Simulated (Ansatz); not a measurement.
Simulated (Ansatz). Plane-wave DFT: an element X is put into a periodic supercell of the crystal below and the atoms relax. X is one of the candidates, and is told by the neutral defect's formation energy over the elements (uncorrected), its moments where the run had spin, and its relaxed neighbours, eight at most.

```
cell
1.0
     0.0000    2.7169    2.7169
     2.7169    0.0000    2.7169
     2.7169    2.7169    0.0000
Si
2
Direct
  0.2500 0.2500 0.2500
  0.0000 0.0000 0.0000
```

- host atoms in supercell: 32
- functional: PBEsol
- wave cutoff: 420 eV
- k mesh: 2, 2, 2
- k shift: 0.5, 0.5, 0.5 mesh steps
- gaussian smearing: 0.02 eV
- start displacement: 0 angstrom
- electrons started on: no chosen atoms
- candidate elements: C, Mg, Ti, Fe, Se, Y
- found formation energy: 1.427 eV
- found largest move from host sites: 0.341 angstrom

```tsv
supercell vector	supercell times a (host cell vectors)	supercell times b (host cell vectors)	supercell times c (host cell vectors)
A	-1	-1	-1
B	-1	-1	3
C	-1	3	-1
```

```tsv
change element	change kind	change place a (host cell vectors)	change place b (host cell vectors)	change place c (host cell vectors)
X	on Si	-1.75	0.25	1.25
```

| found neighbour element | found neighbour distance (angstrom) |
| --- | --- |
| Si | 2.012 |
| Si | 2.012 |
| Si | 2.012 |
| Si | 2.012 |

Problem. Which element is X?

Solution. C.

Caveats: the atoms kept the symmetry of the start, so a distorted state could lie lower; the supercell is small.
